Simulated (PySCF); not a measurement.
Several structures and their simulated spectra, in scrambled order.

A. SMILES Oc1ccccc1
B. `C=Cc1ccnnn1`
C. SMILES N#Cc1c(C)c[nH]n1
D. SMILES P1=C(C#C)P=CC([SiH3])=C1

Spectrum 1. $^{1}$H NMR (300 MHz, computed): δ 9.52 (br s, 1H), 7.26 (q, J = 1.2 Hz, 1H), 2.45 (d, J = 1.2 Hz, 3H). $^{13}$C{$^{1}$H} NMR (computed): δ 132.1 (C), 131.3 (C), 130.4 (CH), 118.7 (C), 11.1 (CH3).

Spectrum 2. $^{1}$H NMR (300 MHz, computed): δ 7.53 (m, 2H), 7.11 (t, 1H), 6.95 (d, 2H), 4.22 (br s, 1H). $^{13}$C{$^{1}$H} NMR (computed): δ 163.8 (C), 135.3 (CH), 124.8 (CH), 118.7 (CH).

Spectrum 3. $^{1}$H NMR (300 MHz, computed): δ 9.60 (m, 2H), 4.85 (s, 1H), 4.67 (s, 3H). $^{13}$C{$^{1}$H} NMR (computed): δ 194.4 (C), 169.6 (CH), 139.3 (C), 113.1 (CH), 90.8 (C).

Spectrum 4. $^{1}$H NMR (300 MHz, computed): δ 9.16 (d, 1H), 8.36 (m, 1H), 6.89 (d, 1H), 6.84 (m, 1H), 6.41 (m, 1H). $^{13}$C{$^{1}$H} NMR (computed): δ 157.3 (C), 154.4 (CH), 139.6 (CH), 137.2 (CH2), 121.0 (CH).

[PySCF 2.14.0 with density-fitted response routines: J couplings at B3LYP/pcJ-1 (spin–dipole term left out of most H,H and C,H couplings); GFN2-xTB geometry; shielding tensors at PBE0/pcSseg-1 (GIAO); no solvent model; relativity neglected; averaged over atoms made equivalent by symmetry, fast rotation or ring inversion; single conformer]

Shifts are taken against calculated references (same method and geometry level): $^{1}$H and $^{13}$C vs TMS. Multiplet labels drop J under 1 Hz and among equivalent protons, and merge close values. Unscaled 3J(H,H) run several per cent high. Splittings of carbon signals by F and P are missing where no couplings were computed. Where no couplings were computed, multiplicities follow the n + 1 count of equivalent neighbours, and m marks all less simple cases (inequivalent or close neighbours, rings, F or P nearby). Shifts are as computed. Against solution values, carbons near 30 ppm lie about +3 ppm off and those near 130 ppm about +5 ppm. Of 1211 compounds with measured shifts, 218 miss one by over three times the rms of a fit or turn the order of signals round; such compounds aren't used in these exercises. OH and NH positions are gas-phase values without hydrogen bonding to other molecules.

**Question.** Which spectrum belongs to which compound?

**Answer.** 1–C, 2–A, 3–D, 4–B.

- Spectrum 1 (C): 5 $^{13}$C signals; δC 118.7 is a nitrile carbon; δC 11.1 is a methyl carbon on an aromatic ring.
- Spectrum 2 (A): 4 $^{13}$C signals; δC 163.8 is an aromatic carbon bearing oxygen; δC 135.3 is an aromatic CH.
- Spectrum 3 (D): 5 $^{13}$C signals; δC 90.8 is an alkyne carbon; δH 9.60 is the hydrogen on an aromatic CH.
- Spectrum 4 (B): 5 $^{13}$C signals; δC 154.4 is an aromatic CH next to a ring nitrogen; δC 139.6 is an alkene CH.
